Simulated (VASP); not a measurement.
# Pt (Fm-3m) in VASP: notebook

Runs on Pt. Level: PBE+D3(BJ). Tasks: relaxation of cell and atoms.

Everything below comes from runs of VASP 6.6.1. Logs are shortened: lines on timing, memory, paths and dates and some standing lists are left out, and cuts for length are marked.

## (1) Starting point

Symmetry: Fm-3m, No. 225, cubic system. The conventional cell has a = 3.922 Å, b = 3.922 Å, c = 3.922 Å, α = 90.00°, β = 90.00°, γ = 90.00°. Around Pt (site symmetry m-3m) lie 12 Pt at 2.77 Å.

## (2) Relaxation of cell and atoms, PBE+D3(BJ)

Contents of INCAR:

```
SYSTEM = Pt
PREC     = Accurate       ! precision mode
ENCUT    = 520            ! plane-wave cutoff, eV
EDIFF    = 1E-7           ! SCF threshold, eV
ISMEAR   = 0              ! smearing method
SIGMA    = 0.1            ! smearing width, eV
LREAL    = .False.        ! projectors in reciprocal space
LASPH    = .True.         ! aspherical terms in the spheres
NELM     = 100            ! most SCF steps
ALGO     = Normal         ! electronic algorithm
ISIF     = 3              ! what is computed and relaxed
LWAVE    = .False.        ! write WAVECAR
LCHARG   = .False.        ! write CHGCAR
GGA      = PE             ! functional
IVDW     = 12             ! dispersion correction
IBRION   = 2              ! ionic algorithm
NSW      = 80             ! ionic steps
EDIFFG   = -0.002         ! ionic threshold
```

Contents of KPOINTS:

```
regular mesh
0
Gamma
  18 18 18
  0 0 0
```

Contents of POSCAR:

```
Pt
1.0
    0.0000000000      1.9609000000      1.9609000000
    1.9609000000      0.0000000000      1.9609000000
    1.9609000000      1.9609000000      0.0000000000
Pt
1
Direct
    0.0000000000      0.0000000000      0.0000000000
```

Potentials or basis: VASP PAW PBE potentials, release 64 (Pt).

Run with:

```
$ cat potpaw_PBE.64/Pt/POTCAR > POTCAR
$ mpirun -np 1 vasp_std > vasp.out
```

OUTCAR:

```text
SYSTEM = Pt
   PREC = Accurate
   ENCUT = 520
   EDIFF = 1E-7
   ISMEAR = 0
   LREAL = .False.
   LASPH = .True.
   NELM = 100
   ISIF = 3
   GGA = PE
   IVDW = 12
   IBRION = 2
   NSW = 80
   EDIFFG = -0.002
 IVDW          = 12

 ion  position               nearest neighbor table
   1  0.000  0.000  0.000-

  LATTYP: Found a face centered cubic cell.
 ALAT       =     3.9218000000

  Lattice vectors:

 A1 = (   0.0000000000,   1.9609000000,   1.9609000000)
 A2 = (   1.9609000000,   0.0000000000,   1.9609000000)
 A3 = (   1.9609000000,   1.9609000000,   0.0000000000)

Analysis of symmetry for initial positions (statically):
=====================================================================
 Subroutine PRICEL returns:
 Original cell was already a primitive cell.

 Routine SETGRP: Setting up the symmetry group for a
 face centered cubic supercell.

 Subroutine GETGRP returns: Found 48 space group operations
 (whereof 48 operations were pure point group operations)
 out of a pool of 48 trial point group operations.

The static configuration has the point symmetry O_h .

Analysis of symmetry for dynamics (positions and initial velocities):
=====================================================================
 Subroutine PRICEL returns:
 Original cell was already a primitive cell.

 Routine SETGRP: Setting up the symmetry group for a
 face centered cubic supercell.

 Subroutine GETGRP returns: Found 48 space group operations
 (whereof 48 operations were pure point group operations)
 out of a pool of 48 trial point group operations.

The dynamic configuration has the point symmetry O_h .

 Subroutine INISYM returns: Found 48 space group operations
 (whereof 48 operations are pure point group operations),
 and found     1 'primitive' translations

----------------------------------------------------------------------------------------

                                     Primitive cell

  volume of cell :      15.0798

  direct lattice vectors                    reciprocal lattice vectors
     0.000000000  1.960900000  1.960900000    -0.254984956  0.254984956  0.254984956
     1.960900000  0.000000000  1.960900000     0.254984956 -0.254984956  0.254984956
     1.960900000  1.960900000  0.000000000     0.254984956  0.254984956 -0.254984956

  length of vectors
     2.773131374  2.773131374  2.773131374     0.441646899  0.441646899  0.441646899

  position of ions in fractional coordinates (direct lattice)
     0.000000000  0.000000000  0.000000000

  ion indices of the primitive-cell ions
   primitive index   ion index
                 1           1

[... 65 lines left out ...]
   ISPIN  =      1    spin polarized calculation?
   LNONCOLLINEAR =      F non collinear calculations
   LSORBIT =      F    spin-orbit coupling
   LASPH  =      T    aspherical Exc in radial PAW
   ENCUT  =  520.0 eV  38.22 Ry    6.18 a.u.   5.16  5.16  5.16*2*pi/ulx,y,z
   NELM   =    100;   NELMIN=  2; NELMDL= -5     # of ELM steps
   EDIFF  = 0.1E-06   stopping-criterion for ELM
   LREAL  =      F    real-space projection
   EDIFFG = -.2E-02   stopping-criterion for IOM
   NSW    =     80    number of steps for IOM
   IBRION =      2    ionic relax: 0-MD 1-quasi-New 2-CG
   NFREE  =      1    steps in history (QN), initial steepest desc. (CG)
   ISIF   =      3    stress and relaxation
   ISYM   =      2    0-nonsym 1-usesym 2-fastsym
   POTIM  = 0.5000    time-step for ionic-motion
   TEBEG  =    0.0;   TEEND  =   0.0 temperature during run
   PSTRESS=    0.0 pullay stress
   NELECT =      10.0000    total number of electrons
   NUPDOWN=      -1.0000    fix difference up-down
   EMIN   =  10.00;   EMAX   =-10.00  energy-range for DOS
   EFERMI =   0.00;   METHOD = LEGACY
   ISMEAR =     0;   SIGMA  =   0.10  broadening in eV -4-tet -1-fermi 0-gaus
   EFERMI_NEDOS =   21; number of points for ismear=-14 and -15
   IALGO  =     38    algorithm
   IMIX   =      4    mixing-type and parameters
     AMIX     =   0.40;   BMIX     =  1.00
     AMIX_MAG =   1.60;   BMIX_MAG =  1.00
  volume/ion in A,a.u.               =      15.08       101.76
  Fermi-wavevector in a.u.,A,eV,Ry     =   1.427609  2.697791 27.729605  2.038068
  Thomas-Fermi vector in A             =   2.547760
   LORBIT       =      0    0 simple, 1 ext, 2 COOP (PROOUT), +10 PAW based schemes
   GGA     = PE    functional components
   LHFCALC =     F    Hartree Fock is set to
   AEXX    =    0.0000 exact exchange contribution
   IVDW    =    12    specifies the selected vdW correction
   LEPSILON=     F    determine dielectric tensor
   LRPA    =     F    only Hartree local field effects (RPA)
 conjugate gradient relaxation of ions
 non-spin polarized calculation
 Gauss-broadening in eV      SIGMA  =   0.10
  energy-cutoff  :      520.00
  volume of cell :       15.08
 maximum number of plane-waves:       419
 NGX is ok and might be reduce to    24
   NGX = 11   NGY = 11   NGZ = 11

--------------------------------------- Ionic step        1  -------------------------------------------

 number of electron      10.0000000 magnetization

 Free energy of the ion-electron system (eV)
  ---------------------------------------------------
  ext. energy  EPLUGINS =         0.00000000
  ---------------------------------------------------
  free energy    TOTEN  =        -6.08435659 eV

  energy without entropy =       -6.07369199  energy(sigma->0) =       -6.07902429

------------------------ aborting loop because EDIFF is reached ----------------------------------------

 Edisp (eV)   -0.77932

 E8    (eV) :    -0.3574
[... 69 lines left out ...]
--------------------------------------- Ionic step        3  -------------------------------------------

 number of electron      10.0000000 magnetization

 Free energy of the ion-electron system (eV)
  ---------------------------------------------------
  ext. energy  EPLUGINS =         0.00000000
  ---------------------------------------------------
  free energy    TOTEN  =        -6.08700860 eV

  energy without entropy =       -6.07629225  energy(sigma->0) =       -6.08165043

 E-fermi :  11.2088     XC(G=0): -13.4728

 val. band max:       11.2087092007   @ k =   0.5000   0.5000   0.0000
 cond. band min:      11.2099594334   @ k =  -0.3333   0.3889   0.1111
 fundamental gap:      0.0012502327
 Fermi energy:        11.2087577595

 k-point     1 :       0.0000    0.0000    0.0000
  band No.  band energies     occupation
      1       1.0244      2.00000
      2       7.4361      2.00000
      3       7.4361      2.00000
      4       7.4361      2.00000
      5       9.5801      2.00000
      6       9.5801      2.00000
      7      25.8555      0.00000
      8      30.8044      0.00000
      9      30.8044      0.00000
[... 265 lines left out ...]
 k-point    24 :      -0.2222    0.0556    0.0000
  band No.  band energies     occupation
      1       3.0649      2.00000
      2       6.9474      2.00000
      3       7.8258      2.00000
      4       7.8930      2.00000
      5       9.3877      2.00000
      6      10.0654      2.00000
      7      24.8814      0.00000
      8      27.7475      0.00000
      9      32.2462      0.00000

 [... further k-points ...]

------------------------ aborting loop because EDIFF is reached ----------------------------------------

 Edisp (eV)   -0.77680

 E8    (eV) :    -0.3562
[... 24 lines left out ...]
  FREE ENERGIE OF THE ION-ELECTRON SYSTEM (eV)
  ---------------------------------------------------
  free  energy   TOTEN  =        -6.8638077204 eV

  energy  without entropy=       -6.8530913769  energy(sigma->0) =       -6.85844955

 reached required accuracy - stopping structural energy minimisation
```

CONTCAR:

```text
Pt
   1.00000000000000
     0.0000000000000000    1.9629355031228763    1.9629355031228763
     1.9629355031228763    0.0000000000000000    1.9629355031228763
     1.9629355031228763    1.9629355031228763   -0.0000000000000000
  Pt
     1
Direct
     0.0000000000000000    0.0000000000000000    0.0000000000000000

  0.00000000E+00  0.00000000E+00  0.00000000E+00
```

It took 32 s on 1 thread of AMD EPYC 9R45 (Zen 5), shared host; peak memory 0.15 GiB.

What came out:

- Free energy: -6.8638 eV
- Relaxed volume: 15.13 Å³/atom
- Relaxed cell: a = 2.776 Å, b = 2.776 Å, c = 2.776 Å, α = 60.00°, β = 60.00°, γ = 60.00°
- Space group after relaxing (to 0.05 Å): Fm-3m (No. 225)
- Energy gained by relaxing: 0.1 meV/atom
- Ionic steps: 3
- Pressure after relaxing: 0.0 GPa
- Band gap on the k mesh: none (metal or under the smearing width)
- Dispersion energy per atom: -0.777 eV

The path:
```
step  energy change (eV)  largest force (eV/Å)  pressure (GPa)  volume (Å³)
   1              0.0000                0.0000            0.89        15.08
   2              0.0009                0.0000           -2.41        15.26
   3             -0.0001                0.0000            0.02        15.13
```

Final structure:
```yaml
crystal:
  lattice:
    - [0.00000, 1.96294, 1.96294]
    - [1.96294, 0.00000, 1.96294]
    - [1.96294, 1.96294, 0.00000]
  atoms:
    - { symbol: Pt, position: [0.00000, 0.00000, 0.00000] }
```

Levels at points of the mesh, in eV from the Fermi level:
| k point | band 1 | band 2 | band 3 | band 4 | band 5 | band 6 | band 7 | band 8 | band 9 |
| --- | --- | --- | --- | --- | --- | --- | --- | --- | --- |
| (0.00, 0.00, 0.00) | -10.18 | -3.77 | -3.77 | -3.77 | -1.63 | -1.63 | 14.65 | 19.60 | 19.60 |
| (0.50, 0.00, 0.00) | -7.30 | -3.84 | -3.84 | -0.46 | 0.04 | 0.04 | 5.82 | 14.21 | 18.96 |
| (0.50, 0.50, 0.00) | -7.05 | -6.59 | 0.00 | 0.49 | 0.49 | 1.79 | 8.85 | 11.38 | 11.38 |

Caveat: pairwise dispersion overbinds metals, which lowers pressure and volume. Zero-point motion and thermal expansion aren't in these numbers.

## (3) Relaxation of cell and atoms, PBE+D3(BJ)

This run uses another cell than the first one, of 15.13 Å³/atom, 1.003 times its volume.

INCAR is that of step 2.

KPOINTS is that of step 2.

Contents of POSCAR:

```
Pt                                      
1.0
    0.0000000000      1.9629355031      1.9629355031
    1.9629355031      0.0000000000      1.9629355031
    1.9629355031      1.9629355031     -0.0000000000
  Pt            
     1
Direct
     0.0000000000000000    0.0000000000000000    0.0000000000000000
```

Potentials or basis: VASP PAW PBE potentials, release 64 (Pt).

Run with:

```
$ cat potpaw_PBE.64/Pt/POTCAR > POTCAR
$ mpirun -np 1 vasp_std > vasp.out
```

Wall time 15 s (1 thread of AMD EPYC 9R45 (Zen 5), shared host); peak memory 0.14 GiB.

It converged, with:

```yaml
Free_energy: -6.8638 eV
Pressure_after_relaxing: 0.0 GPa
Band_gap_on_the_k_mesh: none (metal or under the smearing width)
Dispersion_energy_per_atom: -0.777 eV
```

Final structure:
```
Pt
1.0
     0.00000    1.96294    1.96294
     1.96294    0.00000    1.96294
     1.96294    1.96294    0.00000
Pt
1
Direct
  0.00000 0.00000 0.00000
```

Levels at points of the mesh, in eV from the Fermi level:
| k point | band 3 | band 4 | band 5 | band 6 | band 7 | band 8 |
| --- | --- | --- | --- | --- | --- | --- |
| (0.00, 0.00, 0.00) | -3.77 | -3.77 | -1.63 | -1.63 | 14.65 | 19.60 |
| (0.50, 0.00, 0.00) | -3.84 | -0.46 | 0.04 | 0.04 | 5.82 | 14.21 |
| (0.50, 0.50, 0.00) | 0.00 | 0.49 | 0.49 | 1.79 | 8.85 | 11.38 |

Caveat: the relaxation stopped at its first step, so nothing moved; pairwise dispersion overbinds metals, which lowers pressure and volume. The run has no spin-orbit coupling, so splittings on Pt are missing.
